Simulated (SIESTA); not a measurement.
# HfO2: band structure with PBEsol

HfO2:

```xyz
12
Lattice="5.2195 0.0000 0.0000 0.0000 5.0048 0.0000 0.0000 0.0000 5.0327" Properties=species:S:1:pos:R:3 pbc="T T T"
Hf    5.0472    3.6661    3.7314
Hf    2.7820    3.6661    1.2151
Hf    2.4375    1.3387    3.7314
Hf    0.1723    1.3387    1.2151
O     3.2994    4.6477    4.4251
O     4.5298    4.6477    1.9087
O     1.2211    2.7020    2.4776
O     1.3886    2.7020    4.9939
O     3.9984    2.3028    4.9939
O     3.8308    2.3028    2.4776
O     0.6896    0.3571    4.4251
O     1.9201    0.3571    1.9087
```

Measurements of this composition are mostly on another form, of space group No. 14.

```yaml
Program: SIESTA 5.4.2
Task: band structure
Functional: PBEsol
Potentials_or_basis: PseudoDojo 0.4 standard (PBEsol files)
Basis: DZP (energy shift 0.003 Ry; two zetas on semicore shells)
Grid_cutoff: 800 Ry
Energy_shift: 0.003 Ry
k_mesh: 5 × 6 × 5
Occupations: fermi-dirac, width 0.05 eV
Spin: no spin polarisation
```

```json
{
 "Pressure": "3.8 GPa",
 "Largest force": "0.143 eV/Å",
 "Band gap on the k mesh": "4.20 eV, indirect (least direct gap 4.40 eV)",
 "Band gap along the path": "4.27 eV, indirect (least direct gap 4.37 eV)"
}
```

Forces in eV/Å, atoms in the order of the input:
```
Hf   0.086 -0.036  0.109
Hf  -0.086 -0.036  0.109
Hf   0.086  0.036  0.109
Hf  -0.086  0.036  0.109
O   -0.008 -0.092  0.008
O    0.008 -0.092  0.008
O    0.053  0.042 -0.119
O   -0.053  0.042 -0.119
O   -0.053 -0.042 -0.119
O    0.053 -0.042 -0.119
O   -0.008  0.092  0.008
O    0.008  0.092  0.008
```

Stress tensor (GPa, compression positive):
```
3.81 0.00 0.00
0.00 4.03 0.00
0.00 0.00 3.70
```

Levels at the corners of the path, in eV from the valence-band top:
| point | band 45 | band 46 | band 47 | band 48 | band 49 | band 50 | band 51 | band 52 |
| --- | --- | --- | --- | --- | --- | --- | --- | --- |
| Γ | -0.76 | -0.20 | -0.09 | 0.00 | 4.73 | 4.96 | 5.09 | 5.54 |
| X | -0.85 | -0.45 | -0.17 | -0.13 | 4.27 | 4.68 | 4.76 | 5.42 |
| S | -1.09 | -1.09 | -0.37 | -0.37 | 4.33 | 4.33 | 4.72 | 4.72 |
| Y | -0.37 | -0.37 | -0.28 | -0.28 | 4.44 | 4.44 | 5.08 | 5.08 |
| Γ | -0.76 | -0.20 | -0.09 | 0.00 | 4.73 | 4.96 | 5.09 | 5.54 |
| Z | -0.73 | -0.73 | -0.41 | -0.41 | 4.98 | 4.98 | 5.43 | 5.43 |
| U | -0.67 | -0.67 | -0.51 | -0.51 | 4.49 | 4.49 | 4.92 | 4.92 |
| R | -0.87 | -0.87 | -0.87 | -0.87 | 4.45 | 4.45 | 4.45 | 4.45 |
| T | -0.74 | -0.74 | -0.74 | -0.74 | 4.99 | 4.99 | 4.99 | 4.99 |
| Z | -0.73 | -0.73 | -0.41 | -0.41 | 4.98 | 4.98 | 5.43 | 5.43 |
| Y | -0.37 | -0.37 | -0.28 | -0.28 | 4.44 | 4.44 | 5.08 | 5.08 |
| T | -0.74 | -0.74 | -0.74 | -0.74 | 4.99 | 4.99 | 4.99 | 4.99 |
| U | -0.67 | -0.67 | -0.51 | -0.51 | 4.49 | 4.49 | 4.92 | 4.92 |
| X | -0.85 | -0.45 | -0.17 | -0.13 | 4.27 | 4.68 | 4.76 | 5.42 |
| S | -1.09 | -1.09 | -0.37 | -0.37 | 4.33 | 4.33 | 4.72 | 4.72 |
| R | -0.87 | -0.87 | -0.87 | -0.87 | 4.45 | 4.45 | 4.45 | 4.45 |

Wall time 4.8 min on 1 thread of Arm Neoverse V1 (shared host), peak memory 0.81 GiB.

Caveat: short orbitals over semicore shells can move pressures by several GPa; spin-orbit coupling is left out, which moves the levels of the heavy elements; the basis of atomic orbitals isn't converged, which shifts pressures, moduli and gaps.
